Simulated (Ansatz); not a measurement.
**CdS under changes of volume**

One of the cells (20.871 Å³/atom); the others are scaled copies at fixed shape and fractional positions:

```
Cd S
1.0
     0.00000    2.75324    2.75324
     2.75324    0.00000    2.75324
     2.75324    2.75324    0.00000
Cd S
1 1
Direct
  0.00000 0.00000 0.00000
  0.50000 0.50000 0.50000
```

Measurements of this composition are mostly on another form, of space group No. 186.

* Program: Ansatz 0.2.0
* Functional: PBEsol
* Potentials or basis: Ansatz PAW
* Cutoff: 420 eV (not typed: the program's choice for these potentials)
* k mesh: 8 × 8 × 8
* Occupations: fermi-dirac, width 0.05 eV
* Spin: no spin polarisation

| volume (Å³/atom) | energy over the lowest point (meV/atom) | pressure (GPa) |
| --- | --- | --- |
| 19.618 | 0.00 | 0.1 |
| 20.036 | 1.87 | -1.6 |
| 20.453 | 7.91 | -3.1 |
| 20.871 | 17.64 | -4.4 |
| 21.288 | 30.64 | -5.6 |
| 21.705 | 46.51 | -6.6 |
| 22.123 | ? | ? |

Task: What does the run at 22.123 Å³/atom give?

Result: Energy over the lowest point 64.93 meV/atom; pressure -7.5 GPa.

Worked out: A Birch-Murnaghan fit of order 3 (a polynomial in V^(-2/3)) to the other rows has its minimum at 19.65 Å³/atom with B0 = V·E''(V) = 84 GPa and B' = 4.7. It gives 64.99 meV/atom at 22.123 Å³/atom, against the run's 64.93, and -dE/dV = -7.5 GPa, against -7.5.

Energies are extrapolated to zero smearing.

Caveats: the PAW data sets come from PBE, with cores solved anew for the run's functional, which leaves a small shift of forces and pressure.
